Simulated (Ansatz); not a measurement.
## CsSnI₃: strain energy, fitted

CsSnI₃, Pm-3m, a = 6.134 Å. The structure is a COD entry; whether it is the stable form wasn't checked. Ansatz: PBEsol, PAW, 420 eV, Γ-centred 6×6×6 mesh on 5 atoms, Gaussian smearing 0.01 eV; no spin polarisation. Series: uniaxial strain along c, with a, b and atoms relaxed; x is the strain in per cent. y is the free energy over the unstrained cell, V0 = 46.161 Å³/atom.

| x (%) | y (meV/atom) |
| --- | --- |
| -6.0 | 28.86 |
| -4.0 | ? |
| -2.0 | 2.80 |
| 0.0 | 0.00 |
| 2.0 | 2.26 |
| 4.0 | 8.52 |
| 6.0 | 17.86 |

Problem. Fit y = c2 x² + c3 x³ to the other rows, turn c2 into a modulus, and predict the missing energy.

Solution. Least squares on the rows shown. y = 0.64747 x² − 0.025612 x³. In eV per unit strain² c2 is 6.475; this is Young's modulus along the axis (E = ½ Y V0 ε²): 2 × 6.475 × 160.2 / (46.161) = 45 GPa. At x = -4.0 the fit asked for gives 12.00 meV/atom. The run gave 11.82 meV/atom, so the fit is 0.18 meV/atom too high, within twice the rms miss on the fitted rows (0.11 meV/atom).

Symmetry holds off the tilts and polar distortions that many cubic perovskites undergo.